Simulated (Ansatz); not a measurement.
A relaxed 1×1 slab of 3 planes, cut along (111) from a bcc crystal of one element, has a cell area of 27.71 Å² and a bulk spacing of 1.155 Å between its first planes. All-electron LAPW in Ansatz 0.2.0 (PBE, scalar-relativistic, no spin polarisation) gives γ = 0.35 J/m², Φ = 3.95 eV and a change of the outer spacing of +8.7 %. The bcc structure needn't be the element's own.

Problem. Which element is it?

Solution. Pb. This is the case that was computed; others weren't tested.
